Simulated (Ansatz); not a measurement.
## ¹⁷O nuclear quadrupole resonance in SiO2

Cell: a COD entry whose atoms were relaxed with PBE, the cell held.

Space group P4_12_12 (No. 92); a = 4.9501, c = 6.9259 Å.

| site | Wyckoff | site symmetry | x | y | z |
| --- | --- | --- | --- | --- | --- |
| Si | 4a | ..2 | 0.3068 | 0.3068 | 0.0000 |
| O | 8b | 1 | 0.2361 | 0.1197 | 0.1863 |

One atom of each set is listed.

Computed with Ansatz: DFT, PBE, plane waves and PAW (field gradients read without the response of the frozen cores, which leaves them typically 4 to 6 % off), scalar-relativistic, 420 eV cutoff, Γ-centred 5×5×4 k-points, Fermi–Dirac smearing 0.02 eV.

¹⁷O: I = 5/2, Q = -25.58 mb (year-2017 value). Static lattice, zero field.

Task: At which frequencies do the ¹⁷O NQR lines lie?

Result: For I = 5/2 and η = 0 the lines are 3|C_Q|/20 and twice that; η pulls their ratio below 2.

```tsv
site	atoms	V_zz (10²¹ V/m²)	C_Q (MHz)	η	line frequencies (MHz)
O	8	9.68	-5.99	0.20	0.936, 1.78
```

At O V_zz runs parallel to the line that joins its two neighbours (within 1°).

The relaxation (5 steps) took 24 s of wall time (24 s of CPU time) and 0.48 GiB at its peak, on 1 thread of Intel Xeon 6975P-C (Granite Rapids) (x86_64; 16 cores open to the job, memory cap 3.0 GiB, no GPU), a shared host with a load of 0.4 a core.
